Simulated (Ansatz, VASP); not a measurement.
Two plane-wave programs on CuI (Marshite)

File INCAR:

```
  ALGO = Normal
  EDIFF = 1E-6
  ENCUT = 520
  GGA = PS
  ISIF = 2
  ISMEAR = -1
  LASPH = T
  LCHARG = F
  LREAL = F
  LWAVE = F
  NBANDS = 16
  NELM = 80
  PREC = Accurate
  SIGMA = 0.05
```

Contents of KPOINTS:

```
k-points
0
Gamma
  8 8 8
```

POSCAR

```
CuI
1.0
    0.0000000000      3.0315000000      3.0315000000
    3.0315000000      0.0000000000      3.0315000000
    3.0315000000      3.0315000000      0.0000000000
I Cu
1 1
Direct
    0.0000000000      0.0000000000      0.0000000000
    0.7500000000      0.7500000000      0.7500000000
```

File input.yaml:

```yaml
crystal:
  lattice:
    - [0.0, 3.0315, 3.0315]
    - [3.0315, 0.0, 3.0315]
    - [3.0315, 3.0315, 0.0]
  atoms:
    - { symbol: I, position: [0.0, 0.0, 0.0] }
    - { symbol: Cu, position: [0.75, 0.75, 0.75] }
hamiltonian:
  xc: pbesol
  pseudopotentials: { kind: paw }
kpoints:
  mp_grid: { grid: [8, 8, 8] }
  band_path:
    path:
      - [[0.0, 0.0, 0.0], [0.5, 0.0, 0.5], [0.5, 0.25, 0.75], [0.375, 0.375, 0.75], [0.0, 0.0, 0.0], [0.5, 0.5, 0.5], [0.625, 0.25, 0.625], [0.5, 0.25, 0.75], [0.5, 0.5, 0.5], [0.375, 0.375, 0.75]]
      - [[0.625, 0.25, 0.625], [0.5, 0.0, 0.5]]
    npoints: 14
scf:
  occupations: { method: fermi_dirac, width: 0.05 }
  n_extra_bands: 6
output:
  forces: true
  stress: true
  eigenvalues: true
  fatbands: true
  write_density: true
  write_potential: true
  elf: true
  volumetric_format: npy
```

Alike in both runs: functional PBEsol; k mesh 8 × 8 × 8; occupations fermi-dirac, width 0.05 eV; no spin polarisation.

```csv
,VASP,Ansatz
version,VASP 6.6.1,Ansatz 0.2.0
potentials or method,"VASP PAW PBE potentials, release 64 (I, Cu)",Ansatz PAW
plane-wave cutoff (eV),520,420
valence electrons in the cell,18,36
task,single point,band structure
```

```tsv
	VASP	Ansatz	Ansatz less VASP
gap on the k mesh at the Fermi level (eV)	1.03	1.01	-0.022
least direct gap on the mesh (eV)	1.03	1.01	-0.022
pressure (GPa)	-2.2	-2.6	-0.42
```

With one functional, cell and mesh, what is left measures potentials, basis and numerics. The two sets of potentials don't hold the same shells in valence.

Caveats: spin-orbit coupling is left out, which moves the levels of the heavy elements; the PAW data sets were made with another functional, which shifts forces and pressure a little (VASP); the PAW data sets come from PBE, with cores solved anew for the run's functional, which leaves a small shift of forces and pressure (Ansatz). Expect the measured gap to be larger: semilocal functionals such as PBEsol lack the derivative discontinuity.
